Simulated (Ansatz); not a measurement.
## Calculated field gradients at the nuclei for GaN under strain

The cell is a COD entry, relaxed with PBE at fixed cell and then changed (z compressed by 3 %, ions relaxed).

```
CELL_PARAMETERS angstrom
3.18000 0.00000 0.00000
-1.59000 2.75396 0.00000
0.00000 0.00000 5.01102
ATOMIC_POSITIONS crystal
Ga 0.33333 0.66667 0.00083
Ga 0.66667 0.33333 0.50083
N 0.33333 0.66667 0.38417
N 0.66667 0.33333 0.88417
```

Sites (sets of like atoms) are named by element and the number of their first atom in this list.

Level of theory: DFT, PBE, plane waves and PAW, scalar-relativistic, 420 eV cutoff, Γ-centred 11×11×6 k-points, Fermi–Dirac smearing 0.02 eV (Ansatz 0.2.0).

V_zz is the principal component of the electric field gradient with the largest magnitude, η = (V_xx − V_yy)/V_zz and C_Q = eQV_zz/h. Directions are in the Cartesian axes of the cell vectors above, for the atom listed; none is given where the gradient is under 0.02 or η is above 0.95.

**Question.** Which values are expected at the nuclei?

**Answer.** 

```
site  first atom                               first shell  V_zz (10²¹ V/m²)     η  direction of V_zz (x, y, z)
  Ga           1    4 N at 1.92–1.93 Å; also 1 N at 3.09 Å              0.35  0.00               0.00 0.00 1.00
   N           3  4 Ga at 1.92–1.93 Å; also 1 Ga at 3.09 Å             -0.61  0.00               0.00 0.00 1.00
```

An axis of threefold or higher order runs through Ga and N, so V_zz lies along it and η is zero.

At this changed cell the PBE pressure is 14 GPa.
